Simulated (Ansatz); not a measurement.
The system is TiTe2.

```
CELL_PARAMETERS angstrom
3.02557 0.00000 0.00000
0.00000 3.02557 0.00000
0.00000 0.00000 9.30163
ATOMIC_POSITIONS crystal
Ti 0.00000 0.00000 0.00000
Te 0.00000 0.00000 0.29431
Te 0.00000 0.00000 0.70569
```

The cell was built by a generator and needn't be a form met in nature.

- Program: Ansatz 0.2.0
- Task: relaxation of cell and atoms
- Functional: PBEsol
- Dispersion: D3(BJ)
- Potentials or basis: Ansatz PAW
- Cutoff: 420 eV (not typed: the program's choice for these potentials)
- k mesh: 9 × 9 × 3
- Occupations: fermi-dirac, width 0.05 eV
- Spin: no spin polarisation

At the start: volume 28.38 Å³/atom.

**Question.** Where does the relaxation end?

**Answer.** It ends after 5 steps and the volume is 26.99 Å³/atom (-4.9 %); space group P4/mmm (No. 123, to 0.05 Å).

The path:
```tsv
step	energy change (eV)	largest force (eV/Å)	volume (Å³)
1	0.0000	0.1147	85.15
2	-0.0079	0.0075	77.56
3	-0.0290	0.0562	81.49
4	-0.0306	0.0004	80.96
5	-0.0300	0.0003	80.96
```

Final structure:
```
CELL_PARAMETERS angstrom
2.98703 0.00000 0.00000
0.00000 2.98703 0.00000
0.00000 0.00000 9.07386
ATOMIC_POSITIONS crystal
Ti 0.00000 0.00000 0.00000
Te 0.00000 0.00000 0.29827
Te 0.00000 0.00000 0.70173
```

Caveat: the plane-wave basis is chosen anew once the cell has moved, so the energies of steps on either side of that aren't comparable; the PAW data sets come from PBE, with cores solved anew for the run's functional, which leaves a small shift of forces and pressure.
